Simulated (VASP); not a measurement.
# MgO (P6_3mc) in VASP: a series of runs, part 2 of 2

VASP 6.6.1.

## (4) Relaxation of cell and atoms, PBEsol

INCAR reads:

```
SYSTEM = MgO
PREC = Accurate
ENCUT = 580
EDIFF = 1E-7
ISMEAR = 0
SIGMA = 0.02
LREAL = .False.
LASPH = .True.
NELM = 60
ALGO = Normal
ISIF = 3
LWAVE = .False.
LCHARG = .False.
GGA = PS
IBRION = 2
NSW = 90
EDIFFG = -0.005
```

KPOINTS reads:

```
Automatic mesh
0
Gamma
  9 9 6
  0 0 0
```

POSCAR reads:

```
MgO
1.0
    3.3077869900      0.0000000000      0.0000000000
   -1.6538934900      2.8646275600      0.0000000000
    0.0000000000      0.0000000000      4.9828816700
Mg O
2 2
Direct
    0.3333333300      0.6666666700      0.0021597400
    0.6666666700      0.3333333300      0.5021597400
    0.3333333300      0.6666666700      0.4024402600
    0.6666666700      0.3333333300      0.9024402600
```

Potentials or basis: VASP PAW PBE potentials, release 64 (Mg, O).

On the command line:

```console
> cat potpaw_PBE.64/Mg/POTCAR potpaw_PBE.64/O/POTCAR > POTCAR
> mpirun -np 1 vasp_std > vasp.out
```

OUTCAR:

```text
SYSTEM = MgO
   PREC = Accurate
   ENCUT = 580
   EDIFF = 1E-7
   ISMEAR = 0
   LREAL = .False.
   LASPH = .True.
   NELM = 60
   ISIF = 3
   GGA = PS
   IBRION = 2
   NSW = 90
   EDIFFG = -0.005

 ion  position               nearest neighbor table
   1  0.333  0.667  0.002-   4 1.97   4 1.97   4 1.97   3 1.99   2 3.14   2 3.14   2 3.14   2 3.14
                             2 3.14   2 3.14
   2  0.667  0.333  0.502-   3 1.97   3 1.97   3 1.97   4 1.99   1 3.14   1 3.14   1 3.14   1 3.14
                             1 3.14   1 3.14
   3  0.333  0.667  0.402-   2 1.97   2 1.97   2 1.97   1 1.99
   4  0.667  0.333  0.902-   1 1.97   1 1.97   1 1.97   2 1.99

  LATTYP: Found a hexagonal cell.
 ALAT       =     3.3077869900
 C/A-ratio  =     1.5064094771

  Lattice vectors:

 A1 = (   3.3077869900,   0.0000000000,   0.0000000000)
 A2 = (  -1.6538934900,   2.8646275600,   0.0000000000)
 A3 = (   0.0000000000,   0.0000000000,   4.9828816700)

Analysis of symmetry for initial positions (statically):
=====================================================================
 Subroutine PRICEL returns:
 Original cell was already a primitive cell.

 Routine SETGRP: Setting up the symmetry group for a
 hexagonal supercell.

 Subroutine GETGRP returns: Found 12 space group operations
 (whereof  6 operations were pure point group operations)
 out of a pool of 24 trial point group operations.

[... 402 lines left out ...]
  ---------------------------------------------------
  ext. energy  EPLUGINS =         0.00000000
  ---------------------------------------------------
  free energy    TOTEN  =       -24.55421632 eV

  energy without entropy =      -24.55421632  energy(sigma->0) =      -24.55421632

 E-fermi :   1.1244     XC(G=0):  -9.9727

 val. band max:        0.9915391109   @ k =   0.0000   0.0000   0.0000
 cond. band min:       4.3618680092   @ k =   0.0000   0.0000   0.0000
 fundamental gap:      3.3703288983
 Fermi energy:         1.1244462041

 k-point     1 :       0.0000    0.0000    0.0000
  band No.  band energies     occupation
      1     -15.1708      2.00000
      2     -14.3551      2.00000
      3      -2.3214      2.00000
      4       0.2505      2.00000
      5       0.2505      2.00000
      6       0.5815      2.00000
      7       0.5815      2.00000
      8       0.9915      2.00000
      9       4.3619      0.00000
     10       9.4024      0.00000
     11      11.1801      0.00000
     12      15.0259      0.00000
[... 331 lines left out ...]
 k-point    24 :       0.3333    0.3333    0.1667
  band No.  band energies     occupation
      1     -14.3358      2.00000
      2     -14.3358      2.00000
      3      -1.7131      2.00000
      4      -1.2119      2.00000
      5      -1.2119      2.00000
      6      -0.4344      2.00000
      7       0.0779      2.00000
      8       0.0779      2.00000
      9       9.1897      0.00000
     10       9.2260      0.00000
     11      10.9801      0.00000
     12      10.9801      0.00000

 [... further k-points ...]

------------------------ aborting loop because EDIFF is reached ----------------------------------------

  FORCE on cell =-STRESS in cart. coord.  units (eV):
  Direction    XX          YY          ZZ          XY          YZ          ZX
  --------------------------------------------------------------------------------------
  -------------------------------------------------------------------------------------
  Total       -0.0120117     -0.0120117      0.0034569     -0.0000000     -0.0000000      0.0000000
  in kB       -0.4070754     -0.4070754      0.1171532     -0.0000000     -0.0000000      0.0000000
  external PRESSURE =      -0.2323326 kB  Pullay stress =       0.0000000 kB
[... 19 lines left out ...]
  FREE ENERGIE OF THE ION-ELECTRON SYSTEM (eV)
  ---------------------------------------------------
  free  energy   TOTEN  =       -24.5542163249 eV

  energy  without entropy=      -24.5542163249  energy(sigma->0) =      -24.55421632

 reached required accuracy - stopping structural energy minimisation
```

OSZICAR:

```text
N       E                     dE             d eps       ncg     rms          rms(c)
DAV:   1     0.818213915941E+02    0.81821E+02   -0.83931E+03  1152   0.129E+03
DAV:   2    -0.227114614965E+02   -0.10453E+03   -0.95882E+02  1644   0.248E+02
DAV:   3    -0.283845640773E+02   -0.56731E+01   -0.56531E+01  1412   0.639E+01
[... 49 lines left out ...]
DAV:   2    -0.245544162747E+02    0.37863E-03   -0.20128E-03  1264   0.456E-01    0.888E-02
DAV:   3    -0.245542407263E+02    0.17555E-03   -0.13634E-04  1296   0.122E-01    0.288E-02
DAV:   4    -0.245542165188E+02    0.24208E-04   -0.35948E-05  1336   0.612E-02    0.533E-03
DAV:   5    -0.245542162540E+02    0.26473E-06   -0.23460E-06  1324   0.143E-02    0.339E-03
DAV:   6    -0.245542163249E+02   -0.70822E-07   -0.16198E-07   768   0.506E-03
   7 F= -.24554216E+02 E0= -.24554216E+02  d E =-.158798E-03
```

It took 50 s on 1 thread of Intel Xeon 6975P-C (Granite Rapids), shared host; peak memory 0.2 GiB.

Results:

| Property | Result |
| --- | --- |
| Free energy | -24.5542 eV |
| Relaxed volume | 11.82 Å³/atom |
| Relaxed cell | a = 3.301 Å, b = 3.301 Å, c = 5.010 Å, α = 90.00°, β = 90.00°, γ = 120.00° |
| Space group after relaxing (to 0.05 Å) | P6_3mc (No. 186) |
| Energy gained by relaxing | 0.0 meV/atom |
| Ionic steps | 7 |
| Pressure after relaxing | 0.0 GPa |
| Band gap on the k mesh | 3.37 eV, direct |

Forces in eV/Å, atoms in the order of the input:
```
Mg   0.000  0.000 -0.002
Mg   0.000  0.000 -0.002
O    0.000  0.000  0.002
O    0.000  0.000  0.002
```

Step by step:
```
step  energy change (eV)  largest force (eV/Å)  pressure (GPa)  volume (Å³)
   1              0.0000                0.0098           -0.04        47.22
   2              0.0000                0.0051            0.02        47.20
   3              0.0000                0.0015            0.07        47.18
   4              0.0000                0.0014            0.06        47.18
   5             -0.0001                0.0010            0.05        47.20
   6             -0.0001                0.0002            0.03        47.22
   7             -0.0002                0.0024           -0.02        47.28
```

Final structure:
```xyz
4
Lattice="3.3008 0.0000 0.0000 -1.6504 2.8586 0.0000 0.0000 0.0000 5.0103" Properties=species:S:1:pos:R:3 pbc="T T T"
Mg    0.0000    1.9057    0.0177
Mg    1.6504    0.9529    2.5229
O     0.0000    1.9057    2.0094
O     1.6504    0.9529    4.5146
```

Caveat: the PAW data sets were made with another functional, which shifts forces and pressure a little; an odd mesh through Γ misses points on the zone boundary, where band edges often lie.

## (5) The runs side by side

| task | cell | k mesh | cutoff (eV) | mesh quality | gap on the mesh (eV) | pressure (GPa) | relaxed volume (Å³/atom) |
| --- | --- | --- | --- | --- | --- | --- | --- |
| relaxation of cell and atoms | relaxed | 3 × 3 × 2 | 600 | coarse | 3.29 | 0.0 | 11.05 |
| single point | as given | 9 × 9 × 6 | 520 | not flagged | 3.34 | 0.1 | - |
| relaxation of cell and atoms | relaxed | 9 × 9 × 6 | 580 | not flagged | 3.37 | 0.0 | 11.82 |

Alike in all rows: level PBEsol; potentials or basis VASP PAW PBE potentials, release 64 (Mg, O); no spin polarisation; smearing gaussian 0.02 eV.

Caveats: some runs use coarse meshes; the PAW data sets were made with another functional, which shifts forces and pressure a little; an odd mesh through Γ misses points on the zone boundary, where band edges often lie (some runs).

Total energies depend on the potentials used, so only differences within one code and one set of settings carry meaning.
